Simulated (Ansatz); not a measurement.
Structure types of SiNi were relaxed at one common pressure (all-electron LAPW in Ansatz 0.2.0 under PBE, scalar-relativistic, no spin polarisation, zero temperature). They take these volumes:

```tsv
type	space group	V (Å³/atom)
rocksalt	Fm-3m	11.44
CsCl	Pm-3m	10.07
distorted WC	P-6m2	10.28
NiAs	P6_3/mmc	11.24
zincblende	F-43m	13.99
```

Q: At about which pressure, and is the densest type also the lowest in enthalpy?

A: 30 GPa. The densest is CsCl, and it is also the lowest in enthalpy among these.
